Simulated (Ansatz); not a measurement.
Rows from a G0W0 calculation on SnO2 (2H monolayer) (Ansatz 0.2.0; G0W0 on PBEsol, plane waves, PAW; PAW set soft_1; 6×6×1 mesh, 442 empty bands, screening to 90 eV, PAW set soft_1 files), in eV. Spin-orbit coupling is left out.

| row | k | band | start | Σx | Σc at the solution | Vxc |
| --- | --- | --- | --- | --- | --- | --- |
| A | Γ | c2 | -2.690 | -8.370 | -3.813 | -13.228 |
| B | (0.333, 0.333, 0.000) | c2 | -3.577 | -15.319 | -3.955 | -20.814 |
| C | (0.333, 0.333, 0.000) | v1 | -8.508 | -26.427 | 4.802 | -20.862 |
| D | Γ | v1 | -9.234 | -25.137 | 4.865 | -19.460 |
| E | Γ | c1 | -7.817 | -14.227 | -1.845 | -17.113 |
| F | (0.333, 0.333, 0.000) | c1 | -3.655 | -12.026 | -3.767 | -17.084 |

Q: Work out each quasiparticle level and how far it moved.

The quasiparticle equation reads E = start + Σx + Σc(E) − Vxc.

| row | E (eV) | shift (eV) |
| --- | --- | --- |
| A | -1.644 | +1.045 |
| B | -2.038 | +1.540 |
| C | -9.272 | −0.764 |
| D | -10.047 | −0.812 |
| E | -6.776 | +1.042 |
| F | -2.365 | +1.290 |

The gap over the computed points goes from 0.69 eV to 2.50 eV.

Limits: not at the basis limit; coarse mesh for a sheet; no spin-orbit coupling.

[Runs of the session that timed out or met a known fault of the program may be left out.]

[Cells called generated may have been cut or substituted from an entry of the Crystallography Open Database or the Materials Project.]

[Hosts, paths, dates, database ids (printed as entryN), source tags and the programs' standing remarks are cut or masked in the printed files.]
